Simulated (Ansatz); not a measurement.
# BAs: strong compression

An exercise on one series of results from a longer session: the logs are not shown, and one member is left open.

Method: DFT, PBE, PAW with Ansatz's default frozen-core files, scalar-relativistic, in Ansatz 0.2.0.

## The system as given

The structure is cubic, space group Fm-3m (No. 225). The conventional cell has a = 4.309 Å, b = 4.309 Å, c = 4.309 Å, α = 90.00°, β = 90.00°, γ = 90.00°. B (site symmetry m-3m) is surrounded by 6 As at 2.15 Å. As (site symmetry m-3m) is surrounded by 6 B at 2.15 Å.

Coordinates:

```xyz
2
Lattice="0.0000 2.1544 2.1544 2.1544 0.0000 2.1544 2.1544 2.1544 0.0000" Properties=species:S:1:pos:R:3 pbc="T T T"
B     0.0000    0.0000    0.0000
As    2.1544    2.1544    2.1544
```

Whether this phase is the stable one at these pressures isn't tested.

Atoms are numbered in the order of the input: B1, As2.

Set-up of the first run:

input.yaml reads:

```yaml
crystal:
  lattice:
    - [0.0, 2.15443469, 2.15443469]
    - [2.15443469, 0.0, 2.15443469]
    - [2.15443469, 2.15443469, 0.0]
  atoms:
    - { symbol: B, position: [0.0, 0.0, 0.0] }
    - { symbol: As, position: [0.5, 0.5, 0.5] }
kpoints:
  mp_grid: { grid: [15, 15, 15] }
scf:
  occupations: { method: fermi_dirac, width: 0.08 }
hamiltonian:
  xc: pbe
  pseudopotentials: { kind: paw }
output:
  forces: true
  stress: true
relax:
  f_tol: 0.005
  max_steps: 40
  cell: {}
```

On the command line:

```bash
$ ansatz run input.yaml --threads 1 --pin off --max-ram 2048MiB --backend cpu --events-out ev --progress --plain --runs-dir out
```

Steps of the session up to this table: Cell relaxed at zero pressure, PAW; Volume scaled by 1, PAW; Volume scaled by 0.94, PAW; Volume scaled by 0.88, PAW; Volume scaled by 0.8, PAW; Volume scaled by 0.72, PAW; Volume scaled by 0.64, PAW; Volume scaled by 0.55, PAW; Volume scaled by 0.55, PAW (cutoff 300 eV).

One of the session's tables, all rows but one given; the rest of the session is left out.

| method | volume over the first | volume (Å³/atom) | pressure (GPa) |
| --- | --- | --- | --- |
| PAW | 1 | 12.292 | 0.01 |
| PAW | 0.94 | 11.554 | 9.21 |
| PAW | 0.88 | 10.817 | 21.77 |
| PAW | 0.8 | 9.833 | 45.98 |
| PAW | 0.72 | 8.850 | 83.70 |
| PAW | 0.64 | ? | ? |
| PAW | 0.55 | 6.760 | 260.07 |
| PAW (cutoff 300 eV) | 0.55 | 6.760 | 261.90 |

Estimate the missing values for PAW, 0.64.

**Answer.** volume (Å³/atom): 7.867; pressure (GPa): 144.42. In the column «volume (Å³/atom)» it lies between PAW (cutoff 300 eV), 0.55 (6.760) and PAW, 0.72 (8.850).

Limits of these values: Warnings in the runs' records: cutoff below recommended.
